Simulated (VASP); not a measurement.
# GaSb (F-43m) in VASP: notebook, part 2 of 2

VASP 6.6.1. Earlier steps stand in the parts before.

### 3 Relaxation of cell and atoms, r2SCAN+D4

This run uses another cell than the first one, of 28.62 Å³/atom, 1.007 times its volume.

Input file POSCAR:

```
GaSb
1.0
    0.0000000000      3.0590000000      3.0590000000
    3.0590000000      0.0000000000      3.0590000000
    3.0590000000      3.0590000000      0.0000000000
Ga Sb
1 1
Direct
    0.0000000000      0.0000000000      0.0000000000
    0.2500000000      0.2500000000      0.2500000000
```

Input file INCAR.step1:

```
SYSTEM = GaSb
  ALGO = Normal
  EDIFF = 1E-4
  ENCUT = 600
  GGA = PE
  ISMEAR = 0
  LASPH = .True.
  LCHARG = .False.
  LREAL = .False.
  LWAVE = .True.
  NELM = 100
  PREC = Accurate
  SIGMA = 0.01
```

Input file INCAR.step2:

```
SYSTEM = GaSb
  ALGO = Normal
  EDIFF = 1E-6
  EDIFFG = -0.005
  ENCUT = 600
  IBRION = 2
  ISIF = 3
  ISMEAR = 0
  ISTART = 1
  IVDW = 13
  LASPH = .True.
  LCHARG = .False.
  LMIXTAU = .True.
  LREAL = .False.
  LWAVE = .False.
  METAGGA = R2SCAN
  NELM = 100
  NSW = 60
  PREC = Accurate
  SIGMA = 0.01
  VDW_A1 = 0.51559235
  VDW_A2 = 5.77342911
  VDW_S6 = 1.0
  VDW_S8 = 0.6018749
```

Input file KPOINTS:

```
k-points
0
Gamma
  6 6 6
  0 0 0
```

Potentials or basis: VASP PAW PBE potentials, release 64 (Ga_d, Sb).

Launch:

```sh
$ cat potpaw_PBE.64/Ga_d/POTCAR potpaw_PBE.64/Sb/POTCAR > POTCAR
$ cp INCAR.step1 INCAR
$ mpirun -np 1 vasp_std > vasp.out
$ cp INCAR.step2 INCAR
$ mpirun -np 1 vasp_std > vasp.out
```

OUTCAR:

```text
SYSTEM = GaSb
   EDIFF = 1E-6
   EDIFFG = -0.005
   ENCUT = 600
   IBRION = 2
   ISIF = 3
   ISMEAR = 0
   ISTART = 1
   IVDW = 13
   LASPH = .True.
   LREAL = .False.
   METAGGA = R2SCAN
   NELM = 100
   NSW = 60
   PREC = Accurate

 ion  position               nearest neighbor table
   1  0.000  0.000  0.000-   2 2.65   2 2.65   2 2.65   2 2.65
   2  0.250  0.250  0.250-   1 2.65   1 2.65   1 2.65   1 2.65

  LATTYP: Found a face centered cubic cell.
 ALAT       =     6.1180000000

  Lattice vectors:

 A1 = (   0.0000000000,   3.0590000000,   3.0590000000)
 A2 = (   3.0590000000,   0.0000000000,   3.0590000000)
 A3 = (   3.0590000000,   3.0590000000,   0.0000000000)

Analysis of symmetry for initial positions (statically):
=====================================================================
 Subroutine PRICEL returns:
 Original cell was already a primitive cell.

 Routine SETGRP: Setting up the symmetry group for a
 face centered cubic supercell.

 Subroutine GETGRP returns: Found 24 space group operations
 (whereof 24 operations were pure point group operations)
 out of a pool of 48 trial point group operations.

The static configuration has the point symmetry T_d .

Analysis of symmetry for dynamics (positions and initial velocities):
=====================================================================
 Subroutine PRICEL returns:
 Original cell was already a primitive cell.

 Routine SETGRP: Setting up the symmetry group for a
 face centered cubic supercell.

 Subroutine GETGRP returns: Found 24 space group operations
 (whereof 24 operations were pure point group operations)
 out of a pool of 48 trial point group operations.

The dynamic configuration has the point symmetry T_d .

 Subroutine INISYM returns: Found 24 space group operations
 (whereof 24 operations are pure point group operations),
 and found     1 'primitive' translations

----------------------------------------------------------------------------------------

                                     Primitive cell

  volume of cell :      57.2491

  direct lattice vectors                    reciprocal lattice vectors
     0.000000000  3.059000000  3.059000000    -0.163452109  0.163452109  0.163452109
     3.059000000  0.000000000  3.059000000     0.163452109 -0.163452109  0.163452109
     3.059000000  3.059000000  0.000000000     0.163452109  0.163452109 -0.163452109

  length of vectors
     4.326079287  4.326079287  4.326079287     0.283107357  0.283107357  0.283107357

  position of ions in fractional coordinates (direct lattice)
     0.000000000  0.000000000  0.000000000
     0.250000000  0.250000000  0.250000000

  ion indices of the primitive-cell ions
   primitive index   ion index
                 1           1
                 2           2

----------------------------------------------------------------------------------------

 KPOINTS: k-points

Automatic generation of k-mesh.
 Grid dimensions read from file:
 generate k-points for:    6    6    6

 Generating k-lattice:

  Cartesian coordinates                     Fractional coordinates (reciprocal lattice)
    -0.027242018  0.027242018  0.027242018     0.166666667  0.000000000  0.000000000
     0.027242018 -0.027242018  0.027242018     0.000000000  0.166666667  0.000000000
     0.027242018  0.027242018 -0.027242018     0.000000000  0.000000000  0.166666667

  Length of vectors
     0.047184559  0.047184559  0.047184559

  Shift w.r.t. Gamma in fractional coordinates (k-lattice)
     0.000000000  0.000000000  0.000000000

 Subroutine IBZKPT returns following result:
 ===========================================

 Found     16 irreducible k-points:

 Following reciprocal coordinates:
            Coordinates               Weight
  0.000000  0.000000  0.000000      1.000000
  0.166667  0.000000  0.000000      8.000000
  0.333333  0.000000  0.000000      8.000000
  0.500000  0.000000  0.000000      4.000000
  0.166667  0.166667  0.000000      6.000000
  0.333333  0.166667  0.000000     24.000000
[... 8 lines left out ...]
 -0.333333  0.333333  0.166667     24.000000
 -0.333333  0.500000  0.166667     12.000000
   k-points           NKPTS =     16   k-points in BZ     NKDIM =     16   number of bands    NBANDS=     13
   number of dos      NEDOS =    301   number of ions     NIONS =      2
   total plane-waves  NPLWV =  46656
   dimension x,y,z NGX =    36 NGY =   36 NGZ =   36
   dimension x,y,z NGXF=    72 NGYF=   72 NGZF=   72
   ions per type =               1   1
   NGX,Y,Z   is equivalent  to a cutoff of  13.83, 13.83, 13.83 a.u.
   NGXF,Y,Z  is equivalent  to a cutoff of  27.67, 27.67, 27.67 a.u.
 SYSTEM =  GaSb
   PREC   = accura    normal or accurate (medium, high low for compatibility)
   ISTART =      1    job   : 0-new  1-cont  2-samecut
   ICHARG =      0    charge: 1-file 2-atom 10-const
   ISPIN  =      1    spin polarized calculation?
   LNONCOLLINEAR =      F non collinear calculations
   LSORBIT =      F    spin-orbit coupling
   LASPH  =      T    aspherical Exc in radial PAW
   ENCUT  =  600.0 eV  44.10 Ry    6.64 a.u.   8.64  8.64  8.64*2*pi/ulx,y,z
   NELM   =    100;   NELMIN=  2; NELMDL=  0     # of ELM steps
   EDIFF  = 0.1E-05   stopping-criterion for ELM
   LREAL  =      F    real-space projection
   EDIFFG = -.5E-02   stopping-criterion for IOM
   NSW    =     60    number of steps for IOM
   IBRION =      2    ionic relax: 0-MD 1-quasi-New 2-CG
   NFREE  =      1    steps in history (QN), initial steepest desc. (CG)
   ISIF   =      3    stress and relaxation
   ISYM   =      2    0-nonsym 1-usesym 2-fastsym
   POTIM  = 0.5000    time-step for ionic-motion
   TEBEG  =    0.0;   TEEND  =   0.0 temperature during run
   PSTRESS=    0.0 pullay stress
   NELECT =      18.0000    total number of electrons
   NUPDOWN=      -1.0000    fix difference up-down
   EMIN   =  10.00;   EMAX   =-10.00  energy-range for DOS
   EFERMI =   0.00;   METHOD = LEGACY
   ISMEAR =     0;   SIGMA  =   0.01  broadening in eV -4-tet -1-fermi 0-gaus
   EFERMI_NEDOS =   21; number of points for ismear=-14 and -15
   IALGO  =     38    algorithm
   IMIX   =      4    mixing-type and parameters
     AMIX     =   0.40;   BMIX     =  1.00
     AMIX_MAG =   1.60;   BMIX_MAG =  1.00
  volume/ion in A,a.u.               =      28.62       193.17
  Fermi-wavevector in a.u.,A,eV,Ry     =   1.113208  2.103657 16.860766  1.239231
  Thomas-Fermi vector in A             =   2.249790
   LORBIT       =      0    0 simple, 1 ext, 2 COOP (PROOUT), +10 PAW based schemes
   METAGGA = R2SCAN    functional components
   LHFCALC =     F    Hartree Fock is set to
   AEXX    =    0.0000 exact exchange contribution
   IVDW    =    13    specifies the selected vdW correction
   LEPSILON=     F    determine dielectric tensor
   LRPA    =     F    only Hartree local field effects (RPA)
 conjugate gradient relaxation of ions
 non-spin polarized calculation
 Gauss-broadening in eV      SIGMA  =   0.01
  energy-cutoff  :      600.00
  volume of cell :       57.25
 maximum number of plane-waves:      1932
 NGX is ok and might be reduce to    36
   NGX = 17   NGY = 17   NGZ = 17

--------------------------------------- Ionic step        1  -------------------------------------------

 number of electron      18.0000006 magnetization

 Free energy of the ion-electron system (eV)
  ---------------------------------------------------
  ext. energy  EPLUGINS =         0.00000000
  ---------------------------------------------------
  free energy    TOTEN  =       -37.57929881 eV

  energy without entropy =      -37.57929881  energy(sigma->0) =      -37.57929881

------------------------ aborting loop because EDIFF is reached ----------------------------------------

  DFT-D4 for vdW energy calculation

  Edisp (eV):   -0.28393

  FORCE on cell =-STRESS in cart. coord.  units (eV):
  Direction    XX          YY          ZZ          XY          YZ          ZX
  --------------------------------------------------------------------------------------
  -------------------------------------------------------------------------------------
  Total      -0.10937    -0.10937    -0.10937    -0.00000     0.00000    -0.00000
  in kB      -3.06093    -3.06093    -3.06093    -0.00000     0.00000    -0.00000
  external pressure =       -3.06 kB  Pullay stress =        0.00 kB
[... 261 lines left out ...]
  energy  without entropy=      -37.8635481770  energy(sigma->0) =      -37.86354818

--------------------------------------- Ionic step        8  -------------------------------------------

 number of electron      18.0000007 magnetization

 Free energy of the ion-electron system (eV)
  ---------------------------------------------------
  ext. energy  EPLUGINS =         0.00000000
  ---------------------------------------------------
  free energy    TOTEN  =       -37.57825387 eV

  energy without entropy =      -37.57825387  energy(sigma->0) =      -37.57825387

 E-fermi :   4.8252     XC(G=0):  -9.7425

 val. band max:        4.7460497027   @ k =   0.0000   0.0000   0.0000
 cond. band min:       5.2350875596   @ k =   0.0000   0.0000   0.0000
 fundamental gap:      0.4890378568
 Fermi energy:         4.8252436427

 k-point     1 :       0.0000    0.0000    0.0000
  band No.  band energies     occupation
      1     -10.7728      2.00000
      2     -10.7728      2.00000
      3     -10.7728      2.00000
      4     -10.7153      2.00000
      5     -10.7153      2.00000
      6      -7.2237      2.00000
      7       4.7460      2.00000
      8       4.7460      2.00000
      9       4.7460      2.00000
     10       5.2351      0.00000
     11       7.7214      0.00000
     12       7.7215      0.00000
     13       7.7215      0.00000
[... 271 lines left out ...]
  FREE ENERGIE OF THE ION-ELECTRON SYSTEM (eV)
  ---------------------------------------------------
  free  energy   TOTEN  =       -37.8635465096 eV

  energy  without entropy=      -37.8635465096  energy(sigma->0) =      -37.86354651

 reached required accuracy - stopping structural energy minimisation
```

Run time: 2.1 min. Hardware: 1 thread of Intel Xeon 6975P-C (Granite Rapids), shared host; peak memory 0.23 GiB.

What came out:

```
Free energy                            : -37.8635 eV
Relaxed volume                         : 28.47 Å³/atom
Relaxed cell                           : a = 4.318 Å, b = 4.318 Å, c = 4.318 Å, α = 60.00°, β = 60.00°, γ = 60.00°
Space group after relaxing (to 0.05 Å) : F-43m (No. 216)
Energy gained by relaxing              : 0.2 meV/atom
Ionic steps                            : 8
Pressure after relaxing                : 0.0 GPa
Band gap on the k mesh                 : 0.49 eV, direct
Dispersion energy per atom             : -0.143 eV
```

The path:
| step | energy change (eV) | largest force (eV/Å) | pressure (GPa) | volume (Å³) |
| --- | --- | --- | --- | --- |
| 1 | 0.0000 | 0.0000 | -0.31 | 57.25 |
| 2 | -0.0003 | 0.0000 | 0.17 | 56.80 |
| 3 | -0.0003 | 0.0000 | -0.03 | 56.93 |
| 4 | -0.0003 | 0.0000 | 0.04 | 56.91 |
| 5 | -0.0003 | 0.0000 | 0.04 | 56.92 |
| 6 | -0.0003 | 0.0000 | -0.05 | 56.97 |
| 7 | -0.0003 | 0.0000 | 0.03 | 56.93 |
| 8 | -0.0003 | 0.0000 | 0.01 | 56.95 |

Final structure:
```yaml
crystal:
  lattice:
    - [0.00000, 3.05364, 3.05364]
    - [3.05364, 0.00000, 3.05364]
    - [3.05364, 3.05364, 0.00000]
  atoms:
    - { symbol: Ga, position: [0.00000, 0.00000, 0.00000] }
    - { symbol: Sb, position: [0.25000, 0.25000, 0.25000] }
```

Levels at points of the mesh, in eV from the valence-band top:
| k point | band 7 | band 8 | band 9 | band 10 | band 11 | band 12 |
| --- | --- | --- | --- | --- | --- | --- |
| (0.00, 0.00, 0.00) | 0.00 | 0.00 | 0.00 | 0.49 | 2.98 | 2.98 |
| (0.50, 0.00, 0.00) | -6.61 | -1.22 | -1.22 | 0.69 | 4.01 | 4.01 |
| (0.50, 0.50, 0.00) | -7.08 | -2.72 | -2.72 | 1.11 | 1.47 | 9.30 |

Caveat: the PAW data sets were made with another functional, which shifts forces and pressure a little; spin-orbit coupling is left out, which moves the levels of the heavy elements. r2SCAN opens gaps a little over a GGA but as a rule still falls short of measured ones.

### 4 Against experiment

Step 2. Against the measured gap of GaSb, 0.811 eV (direct; 4.2 K; a printed reference work, data compilation), the calculated 0.50 eV is off by -0.31 eV. Spin-orbit coupling on Ga, Sb is left out. The value is that of r2SCAN+D4 on a finite k mesh, which can miss the band edges, without temperature or zero-point motion.
